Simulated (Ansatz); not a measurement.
Geometry optimisation in Ansatz: input, command and trajectory.

```yaml
crystal:
  lattice:
    - [3.5856061469, 0.0, 0.0]
    - [0.0, 3.5193695802, 0.0]
    - [0.0, 0.0, 3.5193695802]
  atoms:
    - { symbol: Ni, position: [0.5, 0.0, 0.5] }
    - { symbol: Ni, position: [0.0, 0.5, 0.5] }
    - { symbol: Ni, position: [0.5, 0.5, 0.0] }
    - { symbol: Ge, position: [0.0, 0.0, 0.0] }
basis:
  ecutwfc: 500
kpoints:
  mp_grid: { grid: [14, 14, 14] }
hamiltonian:
  xc: r2scan
scf:
  occupations: { method: gaussian, width: 0.1 }
output:
  forces: true
  stress: true
  eigenvalues: true
relax:
  adjacent_minimum: "off"
  f_tol: 0.008
  max_steps: 40
  cell: { stress_tol: 0.015, fix: [a, angles] }
```

```bash
ansatz run input.yaml --threads 1 --pin off --max-ram 2560MiB --backend cpu --events-out ev --progress --plain --runs-dir out
```

Computed with DFT r2SCAN, scalar-relativistic, plane waves, PAW (Ansatz 0.2.0).

Of 4 frames 3 are shown, positions in Å and forces in eV/Å; the SCF threshold varies from step to step. Steps run on the plane waves of an earlier cell, with a Pulay correction in the pressure. The basis is chosen afresh for the last frame, the zero of the energies, and at times for earlier ones too; energy and pressure step there, also at an unchanged geometry. Spin polarisation was left out; whether the Ni atoms would carry moments isn't shown by this run.

```xyz
4
Lattice="3.5856 0.0000 0.0000 0.0000 3.5194 0.0000 0.0000 0.0000 3.5194" Properties=species:S:1:pos:R:3:forces:R:3 pbc="T T T" step=1 free_energy_over_end_meV_per_atom=0.06 pressure_GPa=-1.53
Ni    1.7928    0.0000    1.7597    0.0000    0.0000    0.0000
Ni    0.0000    1.7597    1.7597    0.0000    0.0000    0.0000
Ni    1.7928    1.7597    0.0000    0.0000    0.0000    0.0000
Ge    0.0000    0.0000    0.0000    0.0000    0.0000    0.0000
4
Lattice="3.5856 0.0000 0.0000 0.0000 3.5169 0.0000 0.0000 0.0000 3.5169" Properties=species:S:1:pos:R:3:forces:R:3 pbc="T T T" step=2 free_energy_over_end_meV_per_atom=0.00 pressure_GPa=-1.23
Ni    1.7928    0.0000    1.7585    0.0000    0.0000    0.0000
Ni    0.0000    1.7585    1.7585    0.0000    0.0000    0.0000
Ni    1.7928    1.7585    0.0000    0.0000    0.0000    0.0000
Ge    0.0000    0.0000    0.0000    0.0000    0.0000    0.0000
4
Lattice="3.5856 0.0000 0.0000 0.0000 3.5149 0.0000 0.0000 0.0000 3.5149" Properties=species:S:1:pos:R:3:forces:R:3 pbc="T T T" step=4 free_energy_over_end_meV_per_atom=0.00 pressure_GPa=-0.99
Ni    1.7928    0.0000    1.7574    0.0000    0.0000    0.0000
Ni    0.0000    1.7574    1.7574    0.0000    0.0000    0.0000
Ni    1.7928    1.7574    0.0000    0.0000    0.0000    0.0000
Ge    0.0000    0.0000    0.0000    0.0000    0.0000    0.0000
```

It took 5.2 min on 1 thread of Arm Neoverse V2, with other jobs on the host, peak memory 0.8 GiB.